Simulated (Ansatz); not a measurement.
SnS₂, CdI2 type, relaxed with r2SCAN+rVV10, was run in the plane-wave code Ansatz under altered settings. All numbers are computed, without spin polarisation but where a row says otherwise.

```
CELL_PARAMETERS angstrom
3.66075 0.00000 0.00000
-1.83038 3.17031 0.00000
0.00000 0.00000 5.96178
ATOMIC_POSITIONS crystal
Sn 0.00000 0.00000 0.00000
S 0.33333 0.66667 0.24559
S 0.66667 0.33333 0.75441
```

The base run's other keys:
```yaml
kpoints:
  mp_grid: { grid: [6, 6, 2] }
hamiltonian:
  xc: hse06
scf:
  occupations: { method: fixed }
  n_extra_bands: 4
```

It takes 14 iterations with 1327 plane waves at 420 eV and 14 k points, and leaves a mean stress of -0.11 GPa. The gap over this mesh is 2.419 eV.

Outcomes, with energy and stress as changes against the base:
```
                                  setting    outcome  ΔF (meV/atom)  Δ mean stress (GPa)  gap on the mesh (eV)  iterations
    PBE hybrid, exx coeff 1.5, unscreened    refused              –                    –                     –           –
PBE hybrid, exx coeff 0.35, omega 0.3 1/Å  converged              –                 -0.8                 2.512          14
                scf.exx.q_mesh: [5, 5, 5]    refused              –                    –                     –           –
 PBE hybrid, exx coeff 0.3, omega 0.3 1/Å  converged              –                 -0.3                 2.362          14
            scf.occupations: gaussian 0.2  converged            0.0                  0.0                 2.419          15
 magnetization.initial_magnetization: 2.0    refused              –                    –                     –           –
```
A dash marks a value that wasn't obtained or can't be compared. Stress is positive in compression. The base's mesh is coarse for a hybrid, so its own values aren't converged.

- PBE hybrid, exx coeff 1.5, unscreened. It is rejected at once. Error: invalid value for `hamiltonian.xc.exx.coeff`: must be finite and in (0, 1]; got 1.5
- PBE hybrid, exx coeff 0.35, omega 0.3 1/Å. That is 35 % exact exchange, screened with ω = 0.3 1/Å, against HSE06's 25 % screened at 0.208 1/Å. The mean stress moves by -0.8 GPa and the gap on the mesh by +0.094 eV (to 2.512). Totals of different functionals aren't comparable.
- scf.exx.q_mesh: [5, 5, 5]. The input is refused before any iteration. Error: invalid value for `scf.exx.q_mesh`: must divide elementwise kpoints.mp_grid.grid
- PBE hybrid, exx coeff 0.3, omega 0.3 1/Å. That is 30 % exact exchange, screened with ω = 0.3 1/Å, against HSE06's 25 % screened at 0.208 1/Å. The mean stress moves by -0.3 GPa and the gap on the mesh by -0.057 eV (to 2.362). Totals of different functionals aren't comparable.
- magnetization.initial_magnetization: 2.0. The program doesn't start. Error: inconsistent input (scf.occupations.method, magnetization): a σ = 0 step fill (method: fixed, or a smearing width below the step floor) with no hard lock on the total moment puts the same N_el/2 bands in each spin channel, which gives a total moment of zero, but the starting moments sum to +2.0000 μB […]

Within 1 meV an atom, 0.1 GPa and 0.005 eV of the base stay: scf.occupations: gaussian 0.2.

Spin-orbit coupling is left out, which matters wherever the heavy atoms make up the band edges.

The program warns that its thresholds are loose for a hybrid's stress.

The meshes of the hybrids are coarse, so their gaps aren't converged to the digits shown.
